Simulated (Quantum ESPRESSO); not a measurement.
The system is Sn.

```
Sn
1.0
    -1.72654    1.77555    2.33834
     1.72654   -1.77555    2.33834
     1.72654    1.77555   -2.33834
Sn
1
Direct
  0.00000 0.00000 0.00000
```

This isn't the form of Sn at room conditions, which is tetragonal (white tin).

Base run:

- Program: Quantum ESPRESSO 7.5
- Functional: PBEsol
- Potentials or basis: SG15 PBE 1.2
- Cutoff: 952 eV
- Density cutoff: 3810 eV
- k mesh: 11 × 11 × 11
- Occupations: fermi-dirac, width 0.05 eV
- Spin: no spin polarisation

Its results: band gap on the k mesh none (metal or under the smearing width); pressure -3.7 GPa.

Question: The run is repeated on the same cell with these changes: functional from PBEsol to TASK. What comes out?

Answer: Band gap on the k mesh none (metal or under the smearing width); pressure -0.2 GPa.

Caveats: the potentials were made for another functional, which shifts forces and pressure; spin-orbit coupling is left out, which moves the levels of the heavy elements.
